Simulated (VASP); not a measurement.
A run of VASP 6.6.1:

INCAR

```
SYSTEM = Ga4As3P
  ALGO = Normal
  EDIFF = 1E-7
  ENCUT = 520
  ISIF = 2
  ISMEAR = 0
  KPAR = 2
  LASPH = .TRUE.
  LCHARG = .FALSE.
  LMIXTAU = .TRUE.
  LREAL = .FALSE.
  LWAVE = .FALSE.
  METAGGA = R2SCAN
  NBANDS = 46
  NELM = 100
  PREC = Accurate
  SIGMA = 0.02
```

File KPOINTS:

```
k-points
0
G
  7 7 4
  0 0 0
```

The input POSCAR:

```
Ga4As3P                                 
1.0
   -2.8061529136      2.8061529136      0.0000000000
   -2.8054223915     -5.6115753051      2.8049232674
    2.8064525504      2.8064525504      5.6122054492
  Ga              As              P             
     4     3     1
Direct
     0.9949888087021419    0.9899776174042838    0.9988032754892526
     0.7512105178926287    0.5024210357852574    0.2429808803081492
     0.5013255271055508    0.0026510542111021    0.4999383871570537
     0.2524556486239079    0.5049112972478158    0.7581098868955775
     0.5617999099164525    0.1235998198329051    0.1846530165120725
     0.3126313960836671    0.6252627921673342    0.4377766120918545
     0.0633587249281853    0.1267174498563707    0.6904756621910205
     0.8122294667474655    0.6244589334949309    0.9372622793550195
```

KPOINTS_OPT

```
path GYFLI,I1ZF1,YX1,XGN,MG
20
line-mode
reciprocal
 0.0000000000  0.0000000000  0.0000000000  G
 0.0000000000 -0.5000000000  1.0000000000  Y

 0.0000000000 -0.5000000000  1.0000000000  Y
 0.0000000000  0.2031250000  1.2812500000  F

 0.0000000000  0.2031250000  1.2812500000  F
 0.0000000000 -0.5000000000  0.5000000000  L

 0.0000000000 -0.5000000000  0.5000000000  L
 0.4687500000 -0.7343750000  0.5000000000  I

 0.5312500000 -0.2656250000 -0.5000000000  I1
 0.0000000000  0.0000000000 -0.5000000000  Z

 0.0000000000  0.0000000000 -0.5000000000  Z
 0.0000000000 -1.2031250000 -0.2812500000  F1

 0.0000000000 -0.5000000000  1.0000000000  Y
 0.3125000000 -0.6562500000  1.0000000000  X1

 0.6875000000 -0.3437500000  0.0000000000  X
 0.0000000000  0.0000000000  0.0000000000  G

 0.0000000000  0.0000000000  0.0000000000  G
 0.5000000000 -0.5000000000  0.5000000000  N

 0.5000000000 -0.5000000000  0.0000000000  M
 0.0000000000  0.0000000000  0.0000000000  G
```

Potentials or basis: VASP PAW PBE potentials, release 64 (Ga_d, As, P).

Command:

```sh
$ cat potpaw_PBE.64/Ga_d/POTCAR potpaw_PBE.64/As/POTCAR potpaw_PBE.64/P/POTCAR > POTCAR
$ mpirun -np 2 vasp_std > vasp.out
```

Hardware: 2 MPI ranks on AMD EPYC 9R14 (Zen 4), on a shared host.

Task: Estimate the wall time of this run.

Result: It took 37 min on 2 MPI ranks on AMD EPYC 9R14 (Zen 4) (shared host), peak memory 0.78 GiB a rank. Counts: scf iterations 68, k points 60.
